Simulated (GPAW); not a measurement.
Crystal: SiNi3.

```xyz
4
Lattice="3.5420 0.0000 0.0000 0.0000 3.5420 0.0000 0.0000 0.0000 3.5420" Properties=species:S:1:pos:R:3 pbc="T T T"
Ni    1.7710    1.7710    0.0000
Ni    1.7710    0.0000    1.7710
Ni    0.0000    1.7710    1.7710
Si    0.0000    0.0000    0.0000
```

Base run:

- Program: GPAW 26.7.0
- Functional: PBEsol
- Potentials or basis: PAW data sets generated in the run's folder for this functional
- Cutoff: 600 eV
- Basis: pw
- k mesh: 7 × 7 × 7
- Occupations: fermi-dirac, width 0.05 eV
- Spin: collinear spin, ferromagnetic start
- Starting moments: [1.0, 1.0, 1.0, 0.0] μB
- Hubbard terms: Ni d U = 3 eV

Its results: pressure -15.3 GPa; net moment 0.17 μB per cell.

**Question.** The run is repeated on the same cell with these changes: hubbard terms from Ni d U = 3 eV to Ni d U = 1 eV. What comes out?

**Answer.** Pressure -13.2 GPa; net moment 0.00 μB per cell.

Caveats: the stock nickel data set gives pressures a few GPa off other programs; the U is typed as a test and isn't derived for this compound.

Not every run made on this cell is shown here.
